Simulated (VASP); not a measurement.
Ru, 2 atoms in the cell. It takes space group P6_3/mmc (No. 194, hexagonal). The conventional cell has a = 2.688 Å, b = 2.688 Å, c = 4.255 Å, α = 90.00°, β = 90.00°, γ = 120.00°. Ru (site symmetry -6m2) is surrounded by 12 Ru at 2.63 to 2.69 Å. 

| Quantity | Value |
| --- | --- |
| Program | VASP 6.6.1 |
| Task | relaxation of cell and atoms |
| Functional | PBEsol |
| Potentials or basis | VASP PAW PBE potentials, release 64 (Ru_pv) |
| Cutoff | 600 eV |
| k mesh | 15 × 15 × 9 |
| Occupations | methfessel-paxton, width 0.1 eV |
| Spin | no spin polarisation |
| Further INCAR settings | ALGO = Normal; EDIFF = 1e-07; IBRION = 2; EDIFFG = -0.005; NSW = 90; ISIF = 3 |

Potentials or basis: VASP PAW PBE potentials, release 64 (Ru_pv).

Launch:

```console
$ cat potpaw_PBE.64/Ru_pv/POTCAR > POTCAR
$ mpirun -np 2 vasp_std > vasp.out
```

Hardware: 2 MPI ranks on AMD EPYC 9R45 96-Core Processor (Zen 5), with other jobs on the host.

Problem. How long does it take, and how much memory?

Solution. It took 45 s on 2 MPI ranks on AMD EPYC 9R45 96-Core Processor (Zen 5) (shared host), peak memory 0.18 GiB a rank. Counts: scf iterations 26, k points 135, ion steps 3.
